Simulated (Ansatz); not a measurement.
# Ti: a sweep of the PAW cutoff

An exercise on one series of results from a longer session: the logs are not shown, and one member is left open.

Program: Ansatz 0.2.0. Level of theory: DFT, PBE, PAW with Ansatz's default frozen-core files, scalar-relativistic. These are calculated values, not measurements.

**The system as given**

It takes space group Im-3m (No. 229, cubic). Conventional cell: a = 3.282 Å, b = 3.282 Å, c = 3.282 Å, α = 90.00°, β = 90.00°, γ = 90.00°. Around Ti (site symmetry m-3m) lie 8 Ti at 2.84 Å.

Coordinates:

```
CELL_PARAMETERS angstrom
-1.64100 1.64100 1.64100
1.64100 -1.64100 1.64100
1.64100 1.64100 -1.64100
ATOMIC_POSITIONS crystal
Ti 0.00000 0.00000 0.00000
```

The geometry is a database entry used as it stands. It may stem from high pressure or temperature, or be incomplete, so it serves as a test cell.

The first run:

Input file input.yaml:

```yaml
crystal:
  lattice:
    - [-1.641, 1.641, 1.641]
    - [1.641, -1.641, 1.641]
    - [1.641, 1.641, -1.641]
  atoms:
    - { symbol: Ti, position: [0.0, 0.0, 0.0] }
kpoints:
  mp_grid: { grid: [17, 17, 17] }
scf:
  occupations: { method: fermi_dirac, width: 0.08 }
hamiltonian:
  xc: pbe
  pseudopotentials: { kind: paw }
output:
  forces: true
  stress: true
  eigenvalues: true
  efg: { contact_densities: true }
basis:
  ecutwfc: 200
```

Steps of the session up to this table: With PAW files, cutoff 200 eV; With PAW files, cutoff 300 eV; With PAW files, cutoff 350 eV; With PAW files, cutoff 500 eV; With PAW files, cutoff 600 eV.

One of the session's tables, all rows but one given; the rest of the session is left out.

| cutoff (eV) | pressure (GPa) |
| --- | --- |
| 200 | 4.57 |
| 300 | ? |
| 350 | -2.28 |
| 500 | -2.26 |
| 600 | -2.26 |

Estimate the missing values for cutoff (eV) = 300.

Worked estimate for «pressure (GPa)». A straight line through the neighbours (200, 4.57) and (350, -2.28) gives 4.57 + (-2.28 − 4.57) × (300 − 200) / (350 − 200) = 0.00; a parabola fitted to 3 rows on both sides gives -0.76.

The run gave: pressure (GPa): -2.23. In «pressure (GPa)» the line misses by +2.23 and the parabola by +1.47.

Energies are those extrapolated to zero smearing.

Limits of these values: Warnings in the runs' records: cutoff below recommended.
